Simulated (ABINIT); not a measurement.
Runs of ABINIT 10.8.3 (patched build) on ZnS. It takes space group F-43m (No. 216, cubic). The conventional cell has a = 5.404 Å, b = 5.404 Å, c = 5.404 Å, α = 90.00°, β = 90.00°, γ = 90.00°. Zn (site symmetry -43m) has 4 S at 2.34 Å as nearest neighbours. S (site symmetry -43m) has 4 Zn at 2.34 Å as nearest neighbours. 

```csv
level,gap on the mesh (eV),pressure (GPa)
revPBE,2.22,3.4
SCAN,(a),-1.3
TB-mBJ,(c),-
WC,1.93,-2.0
RPBE,2.26,(b)
```

Alike in all rows: task band structure; potentials or basis JTH PAW PBE v2.0; no spin polarisation; cell as given; k mesh 9 × 9 × 9; cutoff (eV) 707; smearing fermi-dirac 0.05 eV.

Fill in the values left out.

(a) 2.58; (b) 4.1; (c) 3.58.

Caveats: the PAW data sets were made with another functional, which shifts forces and pressure a little; the constant c of TB-mBJ comes from the pseudo density here, which moves gaps by up to 0.3 eV between sets of potentials (some runs).

